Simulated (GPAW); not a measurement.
The system is ZnS (Wurtzite-2H).

```
Zn S
1.0
     3.81100    0.00000    0.00000
    -1.90550    3.30042    0.00000
     0.00000    0.00000    6.23400
Zn S
2 2
Cartesian
  1.9055 1.1001 3.1170
  0.0000 2.2003 0.0000
  1.9055 1.1001 5.5171
  0.0000 2.2003 2.4001
```

Program: GPAW 26.7.0. Alike in all runs: no spin polarisation; cell as given; smearing fermi-dirac 0.05 eV.

Q: Order these runs on this cell by their pressure, lowest first.
A. level r4SCAN; potentials or basis GPAW PAW data sets (gpaw-data 1.2.1), pw; k mesh 6 × 6 × 3; cutoff (eV) 600; maxiter 150; band path GMKGALHA,LM,KH; band points 80
B. level PBE; potentials or basis PAW data sets generated in the run's folder for this functional, pw; k mesh 7 × 7 × 4; cutoff (eV) 450; maxiter 80
C. level TASK; potentials or basis GPAW PAW data sets (gpaw-data 1.2.1), pw; k mesh 6 × 6 × 3; cutoff (eV) 600; maxiter 150; band path GMKGALHA,LM,KH; band points 60

A: A (-0.9 GPa), B (1.9 GPa), C (5.6 GPa).

Caveats: the PAW data sets were made with another functional, which shifts forces and pressure a little (some runs); the cutoff is short for stress and forces, so pressures can be off by a GPa or more (some runs).

Not every run made on this cell is shown here.
